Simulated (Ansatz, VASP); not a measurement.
Two plane-wave programs on Cl

```
CELL_PARAMETERS angstrom
4.12344 2.38067 4.02532
-4.12344 2.38067 4.02532
0.00000 -4.76134 4.02532
ATOMIC_POSITIONS crystal
Cl 0.50000 0.00000 0.00000
Cl 0.00000 0.50000 0.00000
Cl 0.00000 0.00000 0.50000
Cl 0.83198 0.83198 0.83198
Cl 0.16802 0.16802 0.16802
```

Alike in both runs: functional PBE; k mesh 6 × 6 × 6; occupations gaussian, width 0.1 eV; no spin polarisation.

Ansatz relaxed the structure, and its values are those at the end. VASP's run is a single point on that final structure, the one shown.

|  | VASP | Ansatz |
| --- | --- | --- |
| version | VASP 6.6.1 | Ansatz 0.2.0 |
| potentials or method | VASP PAW PBE potentials, release 64 (Cl) | scalar-relativistic, plane waves, PAW |
| plane-wave cutoff (eV) | 520 | 420 |
| valence electrons in the cell | 35 | 35 |

VASP gave:

| Item | Value |
| --- | --- |
| gap on the k mesh at the Fermi level (eV) | none |
| pressure (GPa) | -0.1 |

Problem. Estimate Ansatz's values.

Solution. gap on the k mesh at the Fermi level (eV): none; pressure (GPa): 0.0.

A gap of «none» marks a metal or a gap that the smearing closes.

Caveats: an odd number of electrons without spin polarisation forces a metal; a magnetic or distorted state may lie lower.
